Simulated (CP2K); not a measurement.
Runs of CP2K 2026.2 on Ta2N. It takes space group P-3m1 (No. 164, trigonal). Conventional cell: a = 3.113 Å, b = 3.113 Å, c = 4.870 Å, α = 90.00°, β = 90.00°, γ = 120.00°. Around Ta (site symmetry 3m) lie 3 N at 2.18 Å. Around N (site symmetry -3m) lie 6 Ta at 2.18 Å. The cell comes from a database or a generator and needn't be the stable form of this composition.

```csv
task,level,potentials or basis,cell,k mesh,smearing,EPS_DEFAULT,NGRIDS,EXTRAPOLATION,optimiser,most steps,gap on the mesh (eV),pressure (GPa),V0 of scaled cells (Å³/atom),B0 (GPa),largest force (eV/Å)
relaxation of cell and atoms,PBEsol,"POTENTIAL_UZH Ta GTH-PBE-q13, N GTH-PBE-q5; TZVP-MOLOPT-PBE-GTH basis",relaxed,8 × 8 × 4,fermi-dirac 0.0259 eV,1.0E-10,4,USE_PREV_P,BFGS,40,none,0.0,-,-,-
equation of state,PBEsol,"POTENTIAL_UZH Ta GTH-PBE-q13, N GTH-PBE-q5; TZVP-MOLOPT-PBE-GTH basis",as given,10 × 10 × 6,fermi-dirac 0.05 eV,1.0E-10,5,-,-,-,-,-,13.16,300,-
equation of state,PBE,"POTENTIAL_UZH Ta GTH-PBE-q13, N GTH-PBE-q5; TZVP-MOLOPT-PBE-GTH basis",as given,10 × 10 × 6,fermi-dirac 0.05 eV,1.0E-10,4,-,-,-,-,-,13.45,282,-
single point,PBEsol,"POTENTIAL_UZH Ta GTH-PBE-q13, N GTH-PBE-q5; TZVP-MOLOPT-PBE-GTH basis",as given,10 × 10 × 6,fermi-dirac 0.05 eV,1.0E-10,5,-,-,-,none,(b),-,-,(a)
relaxation of cell and atoms,LDA,"POTENTIAL_UZH Ta GTH-PBE-q13, N GTH-PBE-q5; TZVP-MOLOPT-PBE-GTH basis",relaxed,8 × 8 × 4,fermi-dirac 0.05 eV,1.0E-9,5,USE_PREV_P,BFGS,40,none,0.0,-,-,0.01
relaxation of cell and atoms,PBEsol,"POTENTIAL_UZH Ta GTH-PBE-q13, N GTH-PBE-q5; TZVP-MOLOPT-PBE-GTH basis",relaxed,8 × 8 × 4,fermi-dirac 0.05 eV,1.0E-9,4,USE_PREV_P,BFGS,40,none,0.0,-,-,0.01
relaxation of cell and atoms,LDA,"GTH_POTENTIALS Ta GTH-PADE-q13, N GTH-PADE-q5; TZVP-MOLOPT-PBE-GTH basis",relaxed,8 × 8 × 4,fermi-dirac 0.01 eV,1.0E-10,5,USE_PREV_P,BFGS,40,none,-0.7,-,-,0.86
relaxation of cell and atoms,PBE,"POTENTIAL_UZH Ta GTH-PBE-q13, N GTH-PBE-q5; TZVP-MOLOPT-PBE-GTH basis",relaxed,8 × 8 × 4,fermi-dirac 0.05 eV,1.0E-9,5,USE_PREV_P,BFGS,40,none,0.0,-,-,-
```

Alike in all rows: no spin polarisation.

Q: Fill in the values left out.

A: (a) 0.33; (b) -9.7.

Caveats: the basis of atomic orbitals isn't converged, which shifts pressures, moduli and gaps; more than 0.5 GPa of stress was left at the end, so the final cell isn't listed (some runs); the potentials were made for another functional, which shifts forces and pressure (some runs); the cell was scaled at fixed shape and fractional positions, which overstates the stiffness of a crystal with free parameters, most of all of layers and chains (some runs); the volume moved by over 15 % at a fixed basis, so the end points are rough (some runs).

A k mesh can miss the band edges, and the runs leave out spin-orbit coupling on Ta.

A gap of «none» marks a metal or a gap under the smearing width.

Not every run made on this cell is shown here.
